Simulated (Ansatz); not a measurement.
**Band structure of MgTe**

```
Mg Te
1.0
     4.54000    0.00000    0.00000
    -2.27000    3.93176    0.00000
     0.00000    0.00000    7.39500
Mg Te
2 2
Cartesian
  0.0000 2.6212 0.0000
  2.2700 1.3106 3.6975
  0.0000 2.6212 2.7361
  2.2700 1.3106 6.4336
```

Atoms are numbered in the order listed.

The conventional cell has a = 4.540 Å, b = 4.540 Å, c = 7.395 Å, α = 90.00°, β = 90.00°, γ = 120.00°. Mg (atom 1) is surrounded by 4 Te at 2.74 to 2.79 Å. Te (atom 3) has 4 Mg at 2.74 to 2.79 Å as nearest neighbours.

The cell is COD entry 1538744, as deposited and not checked against the literature; nothing was relaxed.

No spin–orbit coupling, which matters for the heavy atoms here.

Computed with DFT, PBEsol, all-electron LAPW, scalar-relativistic (Ansatz 0.2.0).

Numerical set-up: a Γ-centred 9×9×5 k mesh, Fermi–Dirac smearing of 0.03 eV, basis error target 0.5 meV/atom, no spin polarisation.

Points in fractions of the reciprocal vectors of this cell: Γ (0, 0, 0), M (0.5, 0, 0), K (0.333, 0.333, 0), A (0, 0, 0.5), L (0.5, 0, 0.5), H (0.333, 0.333, 0.5). The path joins them by straight lines in the order Γ–M–K–Γ–A–L–H–A–L; legs that retrace an earlier one aren't tabulated. Energies are in eV from the top of the valence band.

(1) Metal or insulator at this level of theory?

(2) Tabulate bands 30 to 37, counted from the lowest band of the run, along the path.

Answers

(1) An insulator or semiconductor: gap 2.42 eV, direct at Γ.

(2) 
| k (1/Å) | point | band 30 | band 31 | band 32 | band 33 | band 34 | band 35 | band 36 | band 37 |
| --- | --- | --- | --- | --- | --- | --- | --- | --- | --- |
| 0.00 | Γ | -0.50 | -0.50 | -0.09 | 0.00 | 0.00 | 2.42 | 2.97 | 5.27 |
| 0.11 |  | -0.71 | -0.55 | -0.25 | -0.11 | -0.02 | 2.67 | 3.19 | 5.13 |
| 0.23 |  | -1.20 | -0.77 | -0.69 | -0.19 | -0.08 | 3.19 | 3.62 | 4.95 |
| 0.34 |  | -1.75 | -1.34 | -0.86 | -0.32 | -0.17 | 3.64 | 3.71 | 5.07 |
| 0.46 |  | -2.22 | -1.85 | -1.02 | -0.52 | -0.27 | 3.49 | 3.90 | 4.69 |
| 0.57 |  | -2.44 | -2.21 | -1.15 | -0.76 | -0.36 | 3.28 | 3.93 | 4.36 |
| 0.68 |  | -2.59 | -2.19 | -1.24 | -1.00 | -0.42 | 3.14 | 3.86 | 4.19 |
| 0.80 | M | -2.67 | -2.10 | -1.26 | -1.12 | -0.44 | 3.09 | 3.82 | 4.14 |
| 0.86 |  | -2.66 | -2.09 | -1.32 | -1.13 | -0.50 | 3.19 | 3.86 | 4.15 |
| 0.93 |  | -2.64 | -2.07 | -1.46 | -1.15 | -0.65 | 3.46 | 3.84 | 4.30 |
| 1.00 |  | -2.61 | -2.04 | -1.63 | -1.19 | -0.85 | 3.71 | 3.88 | 4.64 |
| 1.06 |  | -2.58 | -2.06 | -1.76 | -1.24 | -1.06 | 3.56 | 4.40 | 5.04 |
| 1.13 |  | -2.57 | -2.20 | -1.74 | -1.32 | -1.24 | 3.43 | 4.97 | 5.41 |
| 1.19 |  | -2.57 | -2.36 | -1.65 | -1.42 | -1.36 | 3.35 | 5.53 | 5.65 |
| 1.26 | K | -2.61 | -2.45 | -1.53 | -1.53 | -1.41 | 3.32 | 5.78 | 5.78 |
| 1.39 |  | -2.66 | -2.16 | -1.82 | -1.28 | -1.25 | 3.44 | 5.35 | 5.62 |
| 1.52 |  | -2.55 | -2.09 | -1.76 | -1.00 | -0.94 | 3.78 | 4.90 | 5.19 |
| 1.66 |  | -2.22 | -2.13 | -1.34 | -0.67 | -0.64 | 4.26 | 4.52 | 4.78 |
| 1.79 |  | -1.82 | -1.70 | -0.96 | -0.39 | -0.38 | 3.99 | 4.29 | 4.64 |
| 1.92 |  | -1.31 | -1.07 | -0.65 | -0.22 | -0.16 | 3.37 | 3.82 | 4.79 |
| 2.05 |  | -0.76 | -0.59 | -0.30 | -0.12 | -0.03 | 2.74 | 3.26 | 5.08 |
| 2.18 | Γ | -0.50 | -0.50 | -0.09 | 0.00 | 0.00 | 2.42 | 2.97 | 5.27 |
| 2.24 |  | -0.49 | -0.49 | -0.18 | -0.01 | -0.01 | 2.50 | 2.99 | 5.27 |
| 2.30 |  | -0.48 | -0.48 | -0.41 | -0.03 | -0.03 | 2.72 | 3.03 | 5.27 |
| 2.37 |  | -0.73 | -0.45 | -0.45 | -0.06 | -0.06 | 3.00 | 3.09 | 5.28 |
| 2.43 |  | -1.08 | -0.41 | -0.41 | -0.10 | -0.10 | 3.17 | 3.26 | 5.31 |
| 2.49 |  | -1.45 | -0.37 | -0.37 | -0.15 | -0.15 | 3.27 | 3.43 | 5.36 |
| 2.55 |  | -1.80 | -0.32 | -0.32 | -0.21 | -0.21 | 3.37 | 3.49 | 5.43 |
| 2.61 | A | -2.14 | -0.26 | -0.26 | -0.26 | -0.26 | 3.46 | 3.46 | 5.52 |
| 2.72 |  | -2.15 | -0.42 | -0.42 | -0.30 | -0.30 | 3.67 | 3.67 | 5.19 |
| 2.84 |  | -2.21 | -0.74 | -0.74 | -0.41 | -0.41 | 4.04 | 4.04 | 4.87 |
| 2.95 |  | -2.37 | -0.99 | -0.99 | -0.54 | -0.54 | 3.93 | 3.93 | 4.99 |
| 3.06 |  | -2.66 | -1.08 | -1.08 | -0.68 | -0.68 | 3.61 | 3.61 | 4.85 |
| 3.18 |  | -2.96 | -1.06 | -1.06 | -0.80 | -0.80 | 3.34 | 3.34 | 4.55 |
| 3.29 |  | -3.18 | -1.01 | -1.01 | -0.88 | -0.88 | 3.17 | 3.17 | 4.31 |
| 3.41 | L | -3.26 | -0.98 | -0.98 | -0.90 | -0.90 | 3.12 | 3.12 | 4.22 |
| 3.47 |  | -3.25 | -1.08 | -1.08 | -0.86 | -0.86 | 3.17 | 3.17 | 4.27 |
| 3.54 |  | -3.22 | -1.25 | -1.25 | -0.81 | -0.81 | 3.32 | 3.32 | 4.40 |
| 3.60 |  | -3.18 | -1.46 | -1.46 | -0.77 | -0.77 | 3.49 | 3.49 | 4.64 |
| 3.67 |  | -3.13 | -1.67 | -1.67 | -0.74 | -0.74 | 3.63 | 3.63 | 4.92 |
| 3.74 |  | -3.08 | -1.85 | -1.85 | -0.72 | -0.72 | 3.74 | 3.74 | 5.05 |
| 3.80 |  | -3.05 | -1.97 | -1.97 | -0.70 | -0.70 | 3.81 | 3.81 | 5.01 |
| 3.87 | H | -3.03 | -2.01 | -2.01 | -0.70 | -0.70 | 3.82 | 3.82 | 4.98 |
| 4.00 |  | -3.05 | -1.87 | -1.87 | -0.73 | -0.73 | 3.80 | 3.80 | 5.09 |
| 4.13 |  | -2.98 | -1.56 | -1.56 | -0.80 | -0.80 | 3.84 | 3.84 | 5.20 |
| 4.26 |  | -2.76 | -1.23 | -1.23 | -0.86 | -0.86 | 3.99 | 3.99 | 5.14 |
| 4.40 |  | -2.47 | -1.04 | -1.04 | -0.72 | -0.72 | 4.23 | 4.23 | 4.84 |
| 4.53 |  | -2.24 | -0.82 | -0.82 | -0.48 | -0.48 | 4.27 | 4.27 | 4.65 |
| 4.66 |  | -2.15 | -0.46 | -0.46 | -0.32 | -0.32 | 3.73 | 3.73 | 5.12 |
| 4.79 | A | -2.14 | -0.26 | -0.26 | -0.26 | -0.26 | 3.46 | 3.46 | 5.52 |
